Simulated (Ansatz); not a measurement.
simple cubic against fcc along group 13

The calculation used DFT, revPBE, plane waves (420 eV) with PAW, scalar-relativistic (Ansatz). (PAW data from PBE, frozen cores regenerated.)

Each structure is relaxed within its symmetry, in the lowest magnetic state of the tried starts. Differences under about 8 meV lie within the error of the k-point mesh.

```csv
element,E(simple cubic) − E(fcc) (meV/atom),V(simple cubic) (Å³/atom),V(fcc) (Å³/atom),state of simple cubic,state of fcc
B,-262,6.77,5.96,spin not included,spin not included
Al,373,20.46,16.72,spin not included,spin not included
Ga,66,20.80,19.50,spin not included,spin not included
In,103,30.55,28.40,spin not included,spin not included
Tl,?,?,?,?,?
```

**Question.** Fill in the row of Tl.

**Answer.** E(simple cubic) − E(fcc) (meV/atom): 113; V(simple cubic) (Å³/atom): 36.27; V(fcc) (Å³/atom): 32.88; state of simple cubic: spin not included; state of fcc: spin not included.
